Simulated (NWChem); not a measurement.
# LiCl (P1) in NWChem: convergence with k mesh

Aim: find how far k mesh must go before the results for LiCl settle, at PBE. This setting moves, with any that are tied to it; all else stays.

Program: NWChem 7.3.0. These are calculated values, not measurements. Logs are shortened: lines on timing, memory, paths and dates and some standing lists are left out, and cuts for length are marked.

### Step 1. The cell of the first run

The typed cell holds 2 atoms: a = 3.627 Å, b = 3.627 Å, c = 3.627 Å, α = 60.00°, β = 60.00°, γ = 60.00°.

The cell isn't the ideal one: atoms moved at random.

### Step 2. With k mesh 1 × 1 × 1

licl.nw reads:

```
start licl
title "LiCl converge"
memory 1800 mb
geometry units angstrom nocenter noautosym noautoz print
  system crystal
    lattice_vectors
         0.0000000000    2.5647700000    2.5647700000
         2.5647700000    0.0000000000    2.5647700000
         2.5647700000    2.5647700000    0.0000000000
  end
  Cl  0.4943580000 -0.4799120000  0.4815940000
  Li  0.0073810000 -0.0227180000  0.0035870000
end
nwpw
  simulation_cell
    ngrid 30 30 30
  end
  xc pbe96
  cutoff 40.0
  ewald_ncut 8
  ewald_rcut 3.0
  pseudopotentials
    Cl library TM
    Li library TM
  end
  monkhorst-pack 1 1 1
  smear 0.0018375 fermi orbitals 5
  scf pulay alpha 0.5 iterations 5 outer_iterations 1
  loop 10 10
  tolerances 1e-08 1e-08
end
set includestress .true.
task band gradient
```

Potentials or basis: NWChem's TM library (Troullier-Martins).

Launch:

```bash
$ nwchem licl.nw > licl.out
```

Run time: 9.7 s. Hardware: 1 thread of AMD EPYC 7R13 (Zen 3), shared host; peak memory 0.12 GiB.

Results:

```
Free energy            : -446.7647 eV
Pressure               : 45.9 GPa
Largest force          : 0.101 eV/Å
Band gap on the k mesh : 5.24 eV, direct
```

### Step 3. With k mesh 2 × 2 × 2

Changes to licl.nw since step 2:

```diff
@@ -25,3 +25,12 @@
   end
-  monkhorst-pack 1 1 1
+  brillouin_zone
+    kvector 0.0000000000 0.0000000000 0.0000000000 0.1250000000
+    kvector 0.0000000000 0.0000000000 0.5000000000 0.1250000000
+    kvector 0.0000000000 0.5000000000 0.0000000000 0.1250000000
+    kvector 0.0000000000 0.5000000000 0.5000000000 0.1250000000
+    kvector 0.5000000000 0.0000000000 0.0000000000 0.1250000000
+    kvector 0.5000000000 0.0000000000 0.5000000000 0.1250000000
+    kvector 0.5000000000 0.5000000000 0.0000000000 0.1250000000
+    kvector 0.5000000000 0.5000000000 0.5000000000 0.1250000000
+  end
   smear 0.0018375 fermi orbitals 5
```

Potentials or basis: NWChem's TM library (Troullier-Martins).

Launch:

```bash
$ nwchem licl.nw > licl.out
```

Wall time 40 s (1 thread of AMD EPYC 7R13 (Zen 3), shared host); peak memory 0.15 GiB.

Results:

- Free energy: -453.1792 eV
- Pressure: 8.3 GPa
- Largest force: 0.009 eV/Å
- Band gap on the k mesh: 6.10 eV, direct

### Step 4. With k mesh 3 × 3 × 3

licl.nw reads:

```
start licl
title "LiCl converge"
memory 1800 mb
geometry units angstrom nocenter noautosym noautoz print
  system crystal
    lattice_vectors
         0.0000000000    2.5647700000    2.5647700000
         2.5647700000    0.0000000000    2.5647700000
         2.5647700000    2.5647700000    0.0000000000
  end
  Cl  0.4943580000 -0.4799120000  0.4815940000
  Li  0.0073810000 -0.0227180000  0.0035870000
end
nwpw
  simulation_cell
    ngrid 30 30 30
  end
  xc pbe96
  cutoff 40.0
  ewald_ncut 8
  ewald_rcut 3.0
  pseudopotentials
    Cl library TM
    Li library TM
  end
  monkhorst-pack 3 3 3
  smear 0.0018375 fermi orbitals 5
  scf pulay alpha 0.5 iterations 5 outer_iterations 1
  loop 10 10
  tolerances 1e-08 1e-08
end
set includestress .true.
task band gradient
```

Launch:

```bash
$ nwchem licl.nw > licl.out
```

It took 71 s on 1 thread of AMD EPYC 7R13 (Zen 3), shared host; peak memory 0.19 GiB.

What came out:

| Item | Value |
| --- | --- |
| Free energy | -453.6611 eV |
| Pressure | 3.7 GPa |
| Largest force | 0.038 eV/Å |
| Band gap on the k mesh | 6.20 eV, direct |

### Step 5. With k mesh 4 × 4 × 4

Changes to licl.nw since step 4:

```diff
@@ -25,3 +25,40 @@
   end
-  monkhorst-pack 3 3 3
+  brillouin_zone
+    kvector 0.0000000000 0.0000000000 0.0000000000 0.0156250000
+    kvector 0.0000000000 0.0000000000 0.2500000000 0.0312500000
+    kvector 0.0000000000 0.0000000000 0.5000000000 0.0156250000
+    kvector 0.0000000000 0.2500000000 0.0000000000 0.0312500000
+    kvector 0.0000000000 0.2500000000 0.2500000000 0.0312500000
+    kvector 0.0000000000 0.2500000000 0.5000000000 0.0312500000
+    kvector 0.0000000000 0.2500000000 -0.2500000000 0.0312500000
+    kvector 0.0000000000 0.5000000000 0.0000000000 0.0156250000
+    kvector 0.0000000000 0.5000000000 0.2500000000 0.0312500000
+    kvector 0.0000000000 0.5000000000 0.5000000000 0.0156250000
+    kvector 0.2500000000 0.0000000000 0.0000000000 0.0312500000
+    kvector 0.2500000000 0.0000000000 0.2500000000 0.0312500000
+    kvector 0.2500000000 0.0000000000 0.5000000000 0.0312500000
+    kvector 0.2500000000 0.0000000000 -0.2500000000 0.0312500000
+    kvector 0.2500000000 0.2500000000 0.0000000000 0.0312500000
+    kvector 0.2500000000 0.2500000000 0.2500000000 0.0312500000
+    kvector 0.2500000000 0.2500000000 0.5000000000 0.0312500000
+    kvector 0.2500000000 0.2500000000 -0.2500000000 0.0312500000
+    kvector 0.2500000000 0.5000000000 0.0000000000 0.0312500000
+    kvector 0.2500000000 0.5000000000 0.2500000000 0.0312500000
+    kvector 0.2500000000 0.5000000000 0.5000000000 0.0312500000
+    kvector 0.2500000000 0.5000000000 -0.2500000000 0.0312500000
+    kvector 0.2500000000 -0.2500000000 0.0000000000 0.0312500000
+    kvector 0.2500000000 -0.2500000000 0.2500000000 0.0312500000
+    kvector 0.2500000000 -0.2500000000 0.5000000000 0.0312500000
+    kvector 0.2500000000 -0.2500000000 -0.2500000000 0.0312500000
+    kvector 0.5000000000 0.0000000000 0.0000000000 0.0156250000
+    kvector 0.5000000000 0.0000000000 0.2500000000 0.0312500000
+    kvector 0.5000000000 0.0000000000 0.5000000000 0.0156250000
+    kvector 0.5000000000 0.2500000000 0.0000000000 0.0312500000
+    kvector 0.5000000000 0.2500000000 0.2500000000 0.0312500000
+    kvector 0.5000000000 0.2500000000 0.5000000000 0.0312500000
+    kvector 0.5000000000 0.2500000000 -0.2500000000 0.0312500000
+    kvector 0.5000000000 0.5000000000 0.0000000000 0.0156250000
+    kvector 0.5000000000 0.5000000000 0.2500000000 0.0312500000
+    kvector 0.5000000000 0.5000000000 0.5000000000 0.0156250000
+  end
   smear 0.0018375 fermi orbitals 5
```

Launch:

```bash
$ nwchem licl.nw > licl.out
```

It took 3.1 min on 1 thread of AMD EPYC 7R13 (Zen 3), shared host; peak memory 0.32 GiB.

Results:

```
Free energy            : -453.7066 eV
Pressure               : 3.1 GPa
Largest force          : 0.044 eV/Å
Band gap on the k mesh : 6.22 eV, direct
```

### Step 6. With k mesh 5 × 5 × 5

licl.nw reads:

```
start licl
title "LiCl converge"
memory 1800 mb
geometry units angstrom nocenter noautosym noautoz print
  system crystal
    lattice_vectors
         0.0000000000    2.5647700000    2.5647700000
         2.5647700000    0.0000000000    2.5647700000
         2.5647700000    2.5647700000    0.0000000000
  end
  Cl  0.4943580000 -0.4799120000  0.4815940000
  Li  0.0073810000 -0.0227180000  0.0035870000
end
nwpw
  simulation_cell
    ngrid 30 30 30
  end
  xc pbe96
  cutoff 40.0
  ewald_ncut 8
  ewald_rcut 3.0
  pseudopotentials
    Cl library TM
    Li library TM
  end
  monkhorst-pack 5 5 5
  smear 0.0018375 fermi orbitals 5
  scf pulay alpha 0.5 iterations 5 outer_iterations 1
  loop 10 10
  tolerances 1e-08 1e-08
end
set includestress .true.
task band gradient
```

Potentials or basis: NWChem's TM library (Troullier-Martins).

Launch:

```bash
$ nwchem licl.nw > licl.out
```

It took 5.4 min on 1 thread of AMD EPYC 7R13 (Zen 3), shared host; peak memory 0.48 GiB.

Results:

| Property | Result |
| --- | --- |
| Free energy | -453.7122 eV |
| Pressure | 3.0 GPa |
| Largest force | 0.045 eV/Å |
| Band gap on the k mesh | 6.22 eV, direct |

### Step 7. With k mesh 6 × 6 × 6

licl.nw reads:

```
start licl
title "LiCl converge"
memory 1800 mb
geometry units angstrom nocenter noautosym noautoz print
  system crystal
    lattice_vectors
         0.0000000000    2.5647700000    2.5647700000
         2.5647700000    0.0000000000    2.5647700000
         2.5647700000    2.5647700000    0.0000000000
  end
  Cl  0.4943580000 -0.4799120000  0.4815940000
  Li  0.0073810000 -0.0227180000  0.0035870000
end
nwpw
  simulation_cell
    ngrid 30 30 30
  end
  xc pbe96
  cutoff 40.0
  ewald_ncut 8
  ewald_rcut 3.0
  pseudopotentials
    Cl library TM
    Li library TM
  end
  brillouin_zone
    kvector 0.0000000000 0.0000000000 0.0000000000 0.0046296296
    kvector 0.0000000000 0.0000000000 0.1666666667 0.0092592593
    kvector 0.0000000000 0.0000000000 0.3333333333 0.0092592593
    kvector 0.0000000000 0.0000000000 0.5000000000 0.0046296296
    kvector 0.0000000000 0.1666666667 0.0000000000 0.0092592593
    kvector 0.0000000000 0.1666666667 0.1666666667 0.0092592593
[... 104 lines left out ...]
    kvector 0.5000000000 0.5000000000 0.3333333333 0.0092592593
    kvector 0.5000000000 0.5000000000 0.5000000000 0.0046296296
  end
  smear 0.0018375 fermi orbitals 5
  scf pulay alpha 0.5 iterations 5 outer_iterations 1
  loop 10 10
  tolerances 1e-08 1e-08
end
set includestress .true.
task band gradient
```

Potentials or basis: NWChem's TM library (Troullier-Martins).

Launch:

```bash
$ nwchem licl.nw > licl.out
```

licl.out:

```text
Northwest Computational Chemistry Package (NWChem) 7.3.0
             --------------------------------------------------------

                                NWChem Input Module
                                -------------------

                                   LiCl converge
                                   -------------

                             Geometry "geometry" -> ""
                             -------------------------

 Output coordinates in angstroms (scale by  1.889725989 to convert to a.u.)

  No.       Tag          Charge          X              Y              Z
 ---- ---------------- ---------- -------------- -------------- --------------
    1 Cl                  17.0000     2.56908394     2.50309241     2.60182067
    2 Li                   3.0000     2.51570339     0.02813040     2.52543412

      Lattice Parameters
      ------------------

      lattice vectors in angstroms (scale by  1.889725989 to convert to a.u.)

      a1=<   0.000   2.565   2.565 >
      a2=<   2.565   0.000   2.565 >
      a3=<   2.565   2.565   0.000 >
      a=       3.627 b=      3.627 c=       3.627
      alpha=  60.000 beta=  60.000 gamma=  60.000
      omega=    33.7

      reciprocal lattice vectors in a.u.

      b1=<  -0.648   0.648   0.648 >
      b2=<   0.648  -0.648   0.648 >
      b3=<   0.648   0.648  -0.648 >

      Atomic Mass
      -----------

      Cl                34.968850
      Li                 7.016000

 ==============================================================================
                                internuclear distances
 ------------------------------------------------------------------------------
       center one      |      center two      | atomic units |  angstroms
 ------------------------------------------------------------------------------
    2 Li               |   1 Cl               |     4.68031  |     2.47672
 ------------------------------------------------------------------------------
                         number of included internuclear distances:          1
 ==============================================================================

          **********************************************************
          *                                                        *
          *                   NWPW BAND Calculation                *
          *                                                        *
          *  [(bundled Grassmann/Stiefel manifold implementation)] *
          *                                                        *
          *         [ NorthWest Chemistry implementation ]         *
          *                                                        *
          *                version #1.10   01/31/03                *
          *                                                        *
          *  A pseudopotential plane-wave band structure program   *
          *  with Brillouin zone sampling for optimizing crystals, *
          *                                                        *
          **********************************************************
          ================ input data ========================
 Generating 1d pseudopotential for Cl

 Generated formatted_filename: ./Cl.cpp
 Generating 1d pseudopotential for Li

 Generated formatted_filename: ./Li.cpp
 random planewave guess, initial psi:licl.movecs
-   spin, nalpha, nbeta: 1    9    0
[... 47 lines left out ...]

 brillouin zone:
      number of zone points:   112 (reduced from 112 zone points without symmetry)
      number of k-points is very large

 computational grids:
      density     cutoff= 80.000  fft=  30x  30x  30(     7799 waves     7799 per task)
      wavefnc     cutoff= 40.000 wavefunction grids not printed - number of k-points is very large

 technical parameters:
      time step=      5.80     fictitious mass=  400000.0
      tolerance=0.100E-07 (energy)   0.100E-07 (density)
      maximum iterations =       100 (   10 inner     10 outer )

 Kohn-Sham scf parameters:
      Kohn-Sham algorithm  = conjugate gradient
      Kohn-Sham iterations =   5 (  1 outer)
      scf algorithm        = Johnson-Pulay mixing (15 histories)
      scf mixing type      = density
      scf mixing parameter = 0.5000
      Kerker damping       = 0.0000

 fractional smearing parameters:
      smearing algorithm   = Fermi-Dirac
      smearing parameter   = 0.184E-02 (  580.2 K)
      mixing parameter     = 1.0000

= energy calculation =

          ============ scf minimization (density) ============
    iter.           Energy         DeltaE       DeltaRho        DeltaV
    ---------------------------------------------------------------------
       1   -0.1414859595E+02   -0.54256E+01    0.45667E+00    0.45667E+00
       2   -0.1642527323E+02   -0.22767E+01    0.48341E-01    0.35269E-01
       3   -0.1665933094E+02   -0.23406E+00    0.14621E-01    0.73398E-02
       4   -0.1666903702E+02   -0.97061E-02    0.38468E-02    0.12137E-02
       5   -0.1667278363E+02   -0.37466E-02    0.26256E-03    0.12352E-03
       6   -0.1667342164E+02   -0.63800E-03    0.77578E-04    0.38847E-04
       7   -0.1667362533E+02   -0.20370E-03    0.89406E-05    0.29035E-05
       8   -0.1667363917E+02   -0.13835E-04    0.40756E-06    0.57979E-06
       9   -0.1667364285E+02   -0.36809E-05    0.67250E-07    0.73159E-07
      10   -0.1667364338E+02   -0.53291E-06    0.81384E-08    0.14477E-08
      11   -0.1667364343E+02   -0.45812E-07    0.21000E-08    0.20741E-08
      12   -0.1667364344E+02   -0.85931E-08    0.96396E-09    0.36267E-09
    - Writing fractional density.
      Filename:./licl.rho
  *** tolerance ok.    iteration terminated.

          =============  summary of results  =================

 number of electrons: spin up=    4.00000  down=    4.00000 (real space)

 total     energy    :  -0.1667364344E+02 (   -0.83368E+01/ion)
 total orbital energy:  -0.8088679486E+00
 hartree   energy    :   0.2913982961E+01
 exc-corr  energy    :  -0.4611415959E+01
 ion-ion   energy    :  -0.1260777438E+02 (   -0.63039E+01/ion)
 smearing  energy    :   0.0000000000E+00

 K.S. kinetic energy :   0.5681686201E+01
 K.S. V_l  energy    :  -0.1172529835E+02
 K.S. V_nl energy    :   0.3675127623E+01
 K.S. V_Hart energy  :   0.5827965923E+01
 K.S. V_xc energy    :  -0.4268462844E+01
 K.S. V_so energy    :   0.0000000000E+00
 Virial Coefficient  :  -0.1142384042E+01

 Fermi energy =     0.7923439E-01 (   2.156eV)

 orbital energies not printed - number of k-points is very large

 Total BAND energy   :  -0.1667364344E+02

 Total PSPW energy (charge correction - E + 0.5*q**2*mandelung/rs) :  -0.1667364344E+02

========================
= Gradient calculation =
========================

Translation force removed: (   -0.00026    0.00038   -0.00025)

          =============  Ion Gradients =================
 Ion Forces:
        1 Cl   (   -0.00012    0.00021   -0.00016 )
        2 Li   (    0.00062   -0.00105    0.00080 )
        C.O.M. (   -0.00000    0.00000    0.00000 )
          ===============================================
          |F|       =   0.148595E-02
          |F|/nion  =   0.742974E-03
          max|Fatom|=   0.145691E-02 (   0.075eV/Angstrom)

 Generated formatted_stress_filename: ./Cl.cpp2

 Generated formatted_stress_filename: ./Li.cpp2

======================
= Stress calculation =
======================

          ============= total gradient ==============
      S =  (    0.00234   -0.00235   -0.00233 )
           (   -0.00251    0.00250   -0.00248 )
           (   -0.00242   -0.00242    0.00241 )
          ===================================================
          |S|      = 0.72568E-02

       dE/da     =    -0.00349
       dE/db     =    -0.00338
       dE/dc     =    -0.00340
       dE/dalpha =    -0.01076
       dE/dbeta  =    -0.00944
       dE/dgamma =    -0.01019

 output psi filename:./licl.movecs
```

It took 10 min on 1 thread of AMD EPYC 7R13 (Zen 3), shared host; peak memory 0.78 GiB.

What came out:

* Free energy: -453.7130 eV
* Pressure: 3.0 GPa
* Largest force: 0.045 eV/Å

### Step 8. Result

```
   k mesh  energy less the tightest run, at zero smearing (meV/atom)  pressure (GPa)  largest force (eV/Å)  SCF cycles  CPU time (s)  peak memory (GiB)
1 × 1 × 1                                                    3474.13           45.92                 0.101          19           9.7               0.12
2 × 2 × 2                                                     266.90            8.27                 0.009          11            40               0.15
3 × 3 × 3                                                      25.91            3.71                 0.038          12            71               0.19
4 × 4 × 4                                                       3.17            3.14                 0.044          13           180               0.32
5 × 5 × 5                                                       0.39            3.03                 0.045          12           320               0.48
6 × 6 × 6                                                       0.00            3.03                 0.045          12           600               0.78
```

Against the tightest run, the energy stays within 1 meV/atom from 5 × 5 × 5 on; the pressure stays within 0.1 GPa from 5 × 5 × 5 on; the largest force stays within 0.005 eV/Å from 4 × 4 × 4 on. Meshes of other sizes hit other points, so gaps and Fermi surfaces needn't settle smoothly. The tightest run that finished is the yardstick and may itself not be fully converged.

Caveats: potentials of this library can shift pressures by several GPa and gaps by up to half an eV, enough to turn an indirect gap into a direct one.
